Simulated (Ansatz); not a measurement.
How settings move the G0W0 gap of KBr (Fm-3m)

KBr (started from an entry of an open crystallographic database), relaxed with r2SCAN; one-shot G0W0 in Ansatz without spin-orbit coupling. Calculated for a static, non-magnetic cell.

```
CELL_PARAMETERS angstrom
0.00000 3.30244 3.30244
3.30244 0.00000 3.30244
3.30244 3.30244 0.00000
ATOMIC_POSITIONS crystal
K 0.00000 0.00000 0.00000
Br 0.50000 0.50000 0.50000
```

Gaps are read over the mesh points alone. G0W0 values are finite-basis, finite-mesh values.

| start | potentials | frequency model | mesh | empty bands | screening cutoff (eV) | Kohn-Sham gap (eV) | G0W0 gap (eV) | rough cost |
| --- | --- | --- | --- | --- | --- | --- | --- | --- |
| PBE | PAW | contour deformation | 4×4×4 | 117 | 80 | 4.43 | 6.77 | 13 core-seconds |
| PBE | PAW | contour deformation | 4×4×4 | 270 | 140 | 4.43 | 6.97 | 60 core-seconds |
| PBE | PAW | contour deformation | 4×4×4 | 497 | 210 | 4.43 | 7.05 | 5 core-minutes |
| HSE06 | PAW | contour deformation | 4×4×4 | 270 | 140 | 5.60 | 7.53 | 2.7 core-minutes |
| LDA | PAW | contour deformation | 4×4×4 | 270 | 140 | 4.02 | 6.77 | 60 core-seconds |
| r2SCAN | PAW | contour deformation | 4×4×4 | 270 | 140 | 5.07 | 7.29 | 70 core-seconds |
| PBE | PAW | Godby-Needs pole | 4×4×4 | 270 | 140 | 4.43 | 6.97 | 90 core-seconds |
| PBE | PAW | contour deformation | 6×6×6 | 117 | 80 | 4.43 | 6.76 | 80 core-seconds |
| PBE | norm-conserving | contour deformation | 4×4×4 | 270 | 140 | 4.43 | 6.91 | 100 core-seconds |

Over the mesh points the PBE gap of 4.43 eV becomes a quasiparticle gap of 7.05 eV (direct at Γ), a change of +2.62 eV. Renormalisation factors Z lie between 0.80 and 0.86.

Raising bands and cutoff together moves the gap by +0.20 eV (80 to 140 eV), then +0.08 eV (140 to 210 eV); the last step is still large, so the basis limit isn't reached. Starting from HSE06 (5.60 eV against PBE's 4.43 eV) gives 7.53 eV, +0.56 eV from G0W0@PBE at the same screening cutoff. Starting from LDA (4.02 eV against PBE's 4.43 eV) gives 6.77 eV, -0.20 eV from G0W0@PBE at the same screening cutoff. Starting from r2SCAN (5.07 eV against PBE's 4.43 eV) gives 7.29 eV, +0.32 eV from G0W0@PBE at the same screening cutoff. The Godby-Needs plasmon pole differs from contour deformation by 0.00 eV. A 6×6×6 mesh in place of 4×4×4 changes the opening over PBE by -0.01 eV (the gap on the mesh by -0.01 eV). Norm-conserving potentials (wave cutoff 850 eV against 420 eV) shift the quasiparticle gap by -0.06 eV and the PBE gap by 0.00 eV. r2SCAN runs take a wave cutoff of 500 eV.
